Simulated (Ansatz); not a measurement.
## What strain does to BeS (F-43m)

A 2-atom cell of BeS started from a crystallographic database, relaxed with r2SCAN in Ansatz 0.2.0. Space group F-43m (No. 216), cubic; conventional cell a = 4.869 Å, 14.43 Å³ an atom. Be has 4 S at 2.11 Å; S has 4 Be at 2.11 Å.

The axes x, y and z are those of this cell:
```
Be S
1.0
     0.00000    2.43431    2.43431
     2.43431    0.00000    2.43431
     2.43431    2.43431    0.00000
Be S
1 1
Direct
  0.00000 0.00000 0.00000
  0.25000 0.25000 0.25000
```

Unstrained: With PBE the valence top lies at Γ and the conduction bottom at X, 3.135 eV higher; the smallest vertical gap, at Γ–K (0.10 of the way from Γ), is 5.617 eV. With r2SCAN the valence top lies at Γ and the conduction bottom at X, 3.589 eV higher; the smallest vertical gap, at Γ, is 6.234 eV. The HSE06 gap is indirect, 4.085 eV (Γ to X), below the direct gap of 6.804 eV at Γ–K (0.10 of the way from Γ). Meshes: PBE 10×10×10, r2SCAN 10×10×10, HSE06 6×6×6. Strains are changes of length per length, and xy shears are angles. After each strain the atoms were relaxed again with r2SCAN within the symmetry that the strain leaves, so tilts or polar shifts that break it weren't tested; points keep the names that they have in the unstrained zone. No spin polarisation and no zero-point or thermal motion.

Changes of the least gap in eV (an overlap counts as a negative gap):
```csv
strain,volume change (%),space group,PBE,r2SCAN,HSE06,G0W0@PBE (mesh),"energy rise, r2SCAN (meV/atom)"
"xy shear, engineering strain (angle) +3.47 %",0.0,Imm2,-0.166,-0.177,-0.171,-0.17,4.7
isotropic +5.42 % on every length,+17.2,F-43m,+0.288,+0.286,+0.292,+0.30,100.3
uniaxial +1.37 % along y,+1.4,I-4m2,-0.029,-0.031,-0.030,-0.03,1.4
"biaxial -1.88 % in x and y, z held",-3.7,I-4m2,-0.172,-0.176,-0.178,-0.18,7.6
```
Unstrained, G0W0@PBE with 120 empty bands, a screening cutoff of 150 eV and a 6×6×6 mesh gives 4.45 eV on its mesh; the band count follows the volume. G0W0 here is at a finite number of bands, screening cutoff and k mesh, not at the basis limit.

Xy shear, engineering strain (angle) +3.47 %. HSE06: the gap goes from 4.085 to 3.914 eV (-0.171 eV); with r2SCAN the top three valence levels at Γ, degenerate before, become 1+1+1 from the top over 260 meV. Stress change with r2SCAN, compression positive: xx +0.12, yy +0.12, zz -0.01, xy -3.04 GPa.

Isotropic +5.42 % on every length. HSE06: the gap goes from 4.085 to 4.377 eV (+0.292 eV). Stress change with r2SCAN, compression positive: xx -11.45, yy -11.45, zz -11.45 GPa. For HSE06, dE_g/d ln V = 1.8 eV over this step.

Uniaxial +1.37 % along y, other directions held. HSE06: the gap goes from 4.085 to 4.055 eV (-0.030 eV); with r2SCAN the top three valence levels at Γ, degenerate before, become 2+1 from the top over 76 meV. Stress change with r2SCAN, compression positive: xx -0.83, yy -2.22, zz -0.83 GPa.

Biaxial -1.88 % in x and y, z held. HSE06: the gap goes from 4.085 to 3.907 eV (-0.178 eV); the X points, equivalent before, split by 159 meV, and the conduction bottom lies at those like (0, 1/2, 1/2); with r2SCAN the top three valence levels at Γ, degenerate before, become 2+1 from the top over 112 meV. Stress change with r2SCAN, compression positive: xx +4.65, yy +4.65, zz +2.61 GPa.

Where an edge lies off the special points, it is a point of the mesh or the k point where a search put PBE's edge or least direct gap, reused for the other functionals, whose own edges may lie a little apart.

The meshes of the hybrids are coarse, so their gaps aren't converged to the digits shown.

The splittings at Γ are without spin-orbit coupling, which regroups them where it is of like size or larger.
